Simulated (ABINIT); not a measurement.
A run of ABINIT 10.8.3 (patched build):

File run.abi:

```
# Pseudopotentials
pp_dirpath "./"
pseudos "Sb.GGA_PBE-JTH.xml"

# Structure
acell 3.16 3.16 3.16 Angstrom
rprim
     1.0000000000     0.0000000000     0.0000000000
     0.0000000000     1.0000000000     0.0000000000
     0.0000000000     0.0000000000     1.0000000000
ntypat 1
znucl 51
natom 1
typat 1
xred
     0.0000000000     0.0000000000     0.0000000000

# Plane-wave basis
ecut 19.0
pawecutdg 38.0
pawxcdev 0

# k points
kptopt 1
ngkpt 8 8 8
nshiftk 1
shiftk 0.0 0.0 0.0

# Exchange and correlation
ixc 14

# Bands and occupations
nband 12
occopt 3
tsmear 0.05 eV

# SCF cycle
nstep 100
tolvrs 1.0e-9

# Output
iomode 3
prtwf 0
prtden 0
prteig 0
prtebands 0
enunit 1
```

Potentials or basis: JTH PAW PBE v2.0.

Launch:

```sh
$ abinit run.abi > log 2>&1
```

Hardware: 1 thread of Intel(R) Xeon(R) 6975P-C (Granite Rapids), with other jobs on the host.

Problem. How long does it take, and how much memory?

Solution. Run time: 4.7 s on 1 thread of Intel(R) Xeon(R) 6975P-C (Granite Rapids) (shared host), peak memory 0.1 GiB. Counts: scf iterations 9, mpi ranks 1, k points 35, bands 12, plane waves 860.
